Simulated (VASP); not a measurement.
Runs of VASP 6.6.1 on CdSe. Symmetry: Fm-3m, No. 225, cubic system. The conventional cell has a = 5.748 Å, b = 5.748 Å, c = 5.748 Å, α = 90.00°, β = 90.00°, γ = 90.00°. Around Cd (site symmetry m-3m) lie 6 Se at 2.87 Å. Se (site symmetry m-3m) is surrounded by 6 Cd at 2.87 Å. Measurements of this composition are mostly on another form, of space group No. 186.

```tsv
task	level	potentials or basis	cell	k mesh	cutoff (eV)	smearing	mesh quality	gap on the mesh (eV)	pressure (GPa)
single point	LDA	VASP PAW LDA potentials, release 64 (Cd, Se)	as given	8 × 8 × 8	520	gaussian 0.02 eV	not flagged	none	(a)
single point	PBE	VASP PAW PBE potentials, release 64 (Cd, Se)	as given	8 × 8 × 8	520	gaussian 0.05 eV	not flagged	none	0.0
relaxation of cell and atoms	PW91+D3(BJ)	VASP PAW PBE potentials, release 64 (Cd, Se)	relaxed from: atoms moved at random, drawn with an rms of 0.1 Å	8 × 8 × 8	580	tetrahedron	not flagged	none	0.0
density of states	revPBE+D2	VASP PAW PBE potentials, release 64 (Cd, Se)	volume scaled by 0.96	8 × 8 × 8	520	gaussian 0.05 eV	not flagged	none	-1.6
single point	PBE	VASP PAW PBE potentials, release 64 (Cd_GW, Se_GW)	as given	4 × 4 × 4	500	gaussian 0.02 eV	coarse	none	0.0
single point	PBE	VASP PAW PBE potentials, release 64 (Cd_GW, Se_GW)	as given	4 × 4 × 4	400	gaussian 0.02 eV	coarse	none	-0.2
```

Alike in all rows: no spin polarisation.

**Question.** Estimate the missing entries.

**Answer.** (a) -5.6.

Caveats: some runs use coarse meshes; the PAW data sets were made with another functional, which shifts forces and pressure a little (some runs); pairwise dispersion overbinds metals, which lowers pressure and volume (some runs); tetrahedron occupations give inexact forces and stress in metals (some runs); atom-pairwise D2, TS and ULG terms overbind metals (some runs).

A k mesh can miss the band edges, and the runs leave out spin-orbit coupling on Cd, Se.

A gap of «none» marks a metal or a gap under the smearing width.
